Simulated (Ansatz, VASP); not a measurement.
# AlO2 in VASP and in Ansatz

```xyz
9
Lattice="6.0548 0.0000 0.0000 -3.0274 5.2436 0.0000 0.0000 0.0000 2.8808" Properties=species:S:1:pos:R:3 pbc="T T T"
Al    3.0274    0.0000    0.0000
Al    1.5137    2.6218    1.9205
Al   -1.5137    2.6218    0.9603
O     0.0000    2.2277    0.0000
O     4.1256    1.1139    1.9205
O     1.0981    4.1298    0.9603
O     3.0274    3.0159    0.0000
O    -1.0981    4.1298    1.9205
O     1.9293    1.1139    0.9603
```

Alike in both runs: functional PBE; k mesh 6 × 6 × 14; occupations gaussian, width 0.1 eV; no spin polarisation.

Ansatz relaxed the structure, and its values are those at the end. VASP's run is a single point on that final structure, the one shown.

```csv
,VASP,Ansatz
version,VASP 6.6.1,Ansatz 0.2.0
potentials or method,"VASP PAW PBE potentials, release 64 (Al, O)","scalar-relativistic, plane waves, PAW"
plane-wave cutoff (eV),520,420
valence electrons in the cell,45,45
```

Ansatz gave:

* gap on the k mesh at the Fermi level (eV): none
* pressure (GPa): 0.0

Q: What did VASP give for the same quantities?

A: gap on the k mesh at the Fermi level (eV): none; pressure (GPa): -0.2.

A gap of «none» marks a metal or a gap that the smearing closes.

Caveats: an odd number of electrons without spin polarisation forces a metal; a magnetic or distorted state may lie lower.
